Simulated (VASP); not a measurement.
# P (P6/mmm) in VASP: notebook, part 2 of 2

VASP 6.6.1.

## (3) Single point, RPBE

This run uses another cell than the first one, of 15.77 Å³/atom, 1.036 times its volume.

Contents of INCAR:

```
PREC = Accurate
ENCUT = 520
EDIFF = 1E-7
ISMEAR = -1
SIGMA = 0.1
LREAL = F
LASPH = T
NELM = 60
ALGO = Fast
ISIF = 2
LWAVE = F
LCHARG = T
GGA = RP
LELF = T
LVHAR = T
NBANDS = 14
```

Contents of KPOINTS:

```
regular mesh
0
Gamma
  9 9 14
```

Contents of POSCAR:

```
P
1.0
    4.5945891663      0.0000000000      0.0000000000
   -2.2972945832      3.9790309379      0.0000000000
    0.0000000000      0.0000000000      2.5885228198
P
3
Direct
    1.0000000000      0.0000000000      0.0000000000
    0.3333333333      0.6666666667      0.5000000000
    0.6666666667      0.3333333333      0.5000000000
```

Potentials or basis: VASP PAW PBE potentials, release 64 (P).

On the command line:

```
$ cat potpaw_PBE.64/P/POTCAR > POTCAR
$ mpirun -np 1 vasp_std > vasp.out
```

OUTCAR:

```text
PREC = Accurate
   ENCUT = 520
   EDIFF = 1E-7
   ISMEAR = -1
   LREAL = F
   LASPH = T
   NELM = 60
   ISIF = 2
   GGA = RP

 ion  position               nearest neighbor table
   1  0.000  0.000  0.000-   2 2.95   3 2.95   2 2.95   3 2.95   2 2.95   2 2.95   3 2.95   3 2.95
                             3 2.95   3 2.95   2 2.95   2 2.95
   2  0.333  0.667  0.500-   3 2.65   3 2.65   3 2.65   1 2.95   1 2.95   1 2.95   1 2.95   1 2.95
                             1 2.95
   3  0.667  0.333  0.500-   2 2.65   2 2.65   2 2.65   1 2.95   1 2.95   1 2.95   1 2.95   1 2.95
                             1 2.95
[... 609 lines left out ...]
  Direction    XX          YY          ZZ          XY          YZ          ZX
  --------------------------------------------------------------------------------------
  -------------------------------------------------------------------------------------
  Total       -1.6663037     -1.6663037     -2.4118092      0.0000000      0.0000000     -0.0000000
  in kB      -56.4142417    -56.4142417    -81.6540130      0.0000000      0.0000000     -0.0000000
  external PRESSURE =     -64.8274988 kB  Pullay stress =       0.0000000 kB

 VOLUME and BASIS-vectors are now :
 -----------------------------------------------------------------------------
  energy-cutoff  :      520.00
  volume of cell :       47.32
      direct lattice vectors                 reciprocal lattice vectors
     4.594589166  0.000000000  0.000000000     0.217647316  0.125658736  0.000000000
    -2.297294583  3.979030938  0.000000000     0.000000000  0.251317473  0.000000000
     0.000000000  0.000000000  2.588522820     0.000000000  0.000000000  0.386320720

 POSITION                                       TOTAL-FORCE (eV/Angst)
 -----------------------------------------------------------------------------------
      0.00000      0.00000      0.00000         0.000000      0.000000      0.000000
     -0.00000      2.65269      1.29426         0.000000      0.000000      0.000000
      2.29729      1.32634      1.29426        -0.000000      0.000000      0.000000
 -----------------------------------------------------------------------------------
    total drift:                                0.000000     -0.000000     -0.000000

  FREE ENERGIE OF THE ION-ELECTRON SYSTEM (eV)
  ---------------------------------------------------
  free  energy   TOTEN  =       -12.8035103524 eV

  energy  without entropy=      -12.7408820902  energy(sigma->0) =      -12.77219622
```

It took 35 s on 1 thread of AMD EPYC 9R45 (Zen 5), shared host; peak memory 0.15 GiB.

Results:

```
Free energy            : -12.8035 eV
Pressure               : -6.5 GPa
Band gap on the k mesh : none (metal or under the smearing width)
```

Stress tensor (GPa, compression positive):
```
-5.64  0.00  0.00
 0.00 -5.64  0.00
 0.00  0.00 -8.17
```

Levels at points of the mesh, in eV from the Fermi level:
| k point | band 5 | band 6 | band 7 | band 8 | band 9 | band 10 | band 11 | band 12 |
| --- | --- | --- | --- | --- | --- | --- | --- | --- |
| (0.00, 0.00, 0.00) | -5.30 | -5.04 | -5.04 | 3.52 | 5.60 | 5.60 | 6.97 | 7.40 |
| (0.00, 0.00, 0.50) | -3.51 | -3.09 | -2.34 | -2.34 | -0.53 | -0.53 | 0.26 | 0.26 |

Caveat: the PAW data sets were made with another functional, which shifts forces and pressure a little.

## (4) Single point, RPBE

This run uses another cell than the first one, of 16.36 Å³/atom, 1.075 times its volume.

Contents of INCAR:

```
  ALGO = Fast
  EDIFF = 1E-7
  ENCUT = 520
  GGA = RP
  ISIF = 2
  ISMEAR = -1
  LASPH = True
  LCHARG = True
  LELF = True
  LREAL = False
  LVHAR = True
  LWAVE = False
  NBANDS = 14
  NELM = 80
  PREC = Accurate
  SIGMA = 0.1
```

Contents of KPOINTS:

```
k-points
0
Gamma
  9 9 14
```

Contents of POSCAR:

```
P
1.0
    4.6506262642      0.0000000000      0.0000000000
   -2.3253131321      4.0275604883      0.0000000000
    0.0000000000      0.0000000000      2.6200932827
P
3
Direct
    1.0000000000      0.0000000000      0.0000000000
    0.3333333333      0.6666666667      0.5000000000
    0.6666666667      0.3333333333      0.5000000000
```

On the command line:

```
$ cat potpaw_PBE.64/P/POTCAR > POTCAR
$ mpirun -np 1 vasp_std > vasp.out
```

Wall time 35 s (1 thread of AMD EPYC 9R45 (Zen 5), shared host); peak memory 0.15 GiB.

It converged, with:

```yaml
Free_energy: -12.7212 eV
Pressure: -8.6 GPa
Band_gap_on_the_k_mesh: none (metal or under the smearing width)
```

Stress tensor (GPa, compression positive):
```
 -7.65   0.00   0.00
  0.00  -7.65   0.00
  0.00   0.00 -10.40
```

Levels at points of the mesh, in eV from the Fermi level:
```csv
k point,band 6,band 7,band 8,band 9,band 10,band 11
"(0.00, 0.00, 0.00)",-4.81,-4.81,3.39,5.33,5.33,6.98
"(0.00, 0.00, 0.50)",-2.98,-2.24,-2.24,-0.47,-0.47,0.35
```

Caveat: the PAW data sets were made with another functional, which shifts forces and pressure a little.

## (5) Summary

```tsv
task	cell	k mesh	cutoff (eV)	gap on the mesh (eV)	pressure (GPa)
relaxation of cell and atoms	relaxed	8 × 8 × 12	600	none	0.0
single point	P6/mmm, 15.77 Å³/atom	9 × 9 × 14	520	none	-6.5
single point	P6/mmm, 16.36 Å³/atom	9 × 9 × 14	520	none	-8.6
```

Alike in all rows: level RPBE; potentials or basis VASP PAW PBE potentials, release 64 (P); no spin polarisation; smearing fermi-dirac 0.1 eV.

Caveats: the PAW data sets were made with another functional, which shifts forces and pressure a little.

Total energies depend on the potentials used, so only differences within one code and one set of settings carry meaning.
